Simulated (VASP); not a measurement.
A run of VASP 6.6.1 is set up as follows.

File POSCAR:

```
TiS2
1.0
    3.5006627580      0.0000000000      0.0000000000
   -1.7503313790      3.0316632092      0.0000000000
    0.0000000000      0.0000000000      5.8429878098
Ti S
1 2
Direct
    0.0000000000      0.0000000000      0.0000000000
    0.3333333333      0.6666666667      0.2500000000
    0.6666666667      0.3333333333      0.7500000000
```

File INCAR.step1:

```
SYSTEM = TiS2
ALGO     = Normal         ! electronic algorithm
EDIFF    = 1E-4           ! SCF threshold, eV
ENCUT    = 520            ! plane-wave cutoff, eV
GGA      = PE             ! functional
ISMEAR   = 1              ! smearing method
LASPH    = .TRUE.         ! aspherical terms in the spheres
LCHARG   = .FALSE.        ! write CHGCAR
LREAL    = .FALSE.        ! projectors in reciprocal space
LWAVE    = .TRUE.         ! write WAVECAR
NBANDS   = 19             ! bands
NELM     = 100            ! most SCF steps
PREC     = Accurate       ! precision mode
SIGMA    = 0.02           ! smearing width, eV
```

The input INCAR.step2:

```
SYSTEM = TiS2
ALGO     = Normal         ! electronic algorithm
EDIFF    = 1E-6           ! SCF threshold, eV
ENCUT    = 520            ! plane-wave cutoff, eV
ISIF     = 2              ! what is computed and relaxed
ISMEAR   = 1              ! smearing method
ISTART   = 1            
LASPH    = .TRUE.         ! aspherical terms in the spheres
LCHARG   = .FALSE.        ! write CHGCAR
LMIXTAU  = .TRUE.       
LREAL    = .FALSE.        ! projectors in reciprocal space
LWAVE    = .FALSE.        ! write WAVECAR
METAGGA  = R2SCAN         ! meta-GGA
NBANDS   = 19             ! bands
NELM     = 100            ! most SCF steps
PREC     = Accurate       ! precision mode
SIGMA    = 0.02           ! smearing width, eV
```

The input KPOINTS:

```
k-points
0
G
  6 6 3
  0 0 0
```

Potentials or basis: VASP PAW PBE potentials, release 64 (Ti_sv, S).

The run is started by

```bash
$ cat potpaw_PBE.64/Ti_sv/POTCAR potpaw_PBE.64/S/POTCAR > POTCAR
$ cp INCAR.step1 INCAR
$ mpirun -np 1 vasp_std > vasp.out
$ cp INCAR.step2 INCAR
$ mpirun -np 1 vasp_std > vasp.out
```

Problem. Predict the largest force.

Solution. 1.087 eV/Å.

Problem. Estimate the band gap on the k mesh.

Solution. 0.30 eV, indirect (least direct gap 0.66 eV).

Problem. Estimate the pressure.

Solution. -6.8 GPa.

Stress tensor (GPa, compression positive):
```
-6.57  0.00  0.00
 0.00 -6.57  0.00
 0.00  0.00 -7.25
```

Caveat: the PAW data sets were made with another functional, which shifts forces and pressure a little; an odd mesh through Γ misses points on the zone boundary, where band edges often lie.
